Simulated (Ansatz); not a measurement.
Calculated with Ansatz (gas phase, PBE0-D4/def2-TZVP geometries, no zero-point term in ΔE). CCSD(T)/CBS is the MP2 limit (def2-TZVPP, def2-QZVPP) plus CCSD(T) − MP2 in def2-TZVPP, frozen cores. This one scheme is used for every species. DFT in def2-TZVPP. B3LYP here is the variant with VWN-RPA as its local correlation; programs differ in this. HSE06 is defined as in plane-wave codes. Each species was taken in one conformer, which may not be the lowest.

`CC[Si]Cl` + `CC(C)(C)O` → `CC(C)(C)O[Si]Cl` + `CC`  (ligand exchange at the Si–C bond)

(1) Is it downhill or uphill in electronic energy at CCSD(T)/CBS, and by how much? (Estimate.)

(2) What do these levels give: revPBE-D4, PBE0-D4, r2SCAN0-D4, B2PLYP, PBE-QIDH, B3LYP, r2SCANh, HSE06, CCSD/def2-SVP, MP2/def2-TZVPP, SCS-MP2/def2-TZVPP, CCSD(T)/def2-TZVPP? (Best estimate.)

Largest T1 diagnostic among the species: 0.012.

Answers

(1) Ansatz gave: Downhill: ΔE = -39.1 kcal/mol.

(2) Ansatz gave: revPBE-D4 -38.5, PBE0-D4 -38.3, r2SCAN0-D4 -39.6, B2PLYP -40.9, PBE-QIDH -38.7, B3LYP -40.3, r2SCANh -39.4, HSE06 -37.1, CCSD/def2-SVP -38.7, MP2/def2-TZVPP -40.7, SCS-MP2/def2-TZVPP -40.8, CCSD(T)/def2-TZVPP -39.5 kcal/mol.

The D4 term adds −1.7 kcal/mol with B3LYP and −1.1 kcal/mol with PBE0; it sums over pairs of atoms, weighted by their polarisabilities, and B3LYP, whose exchange is more repulsive, gets the larger term. Leaving LDA and LC-ωPBE aside and taking each functional with its dispersion term where it has one, the values, not all of them listed here, spread over 4.2 kcal/mol, from BLYP-D4 to HSE06-D4. LDA lies −0.7 kcal/mol from PBE without D4.
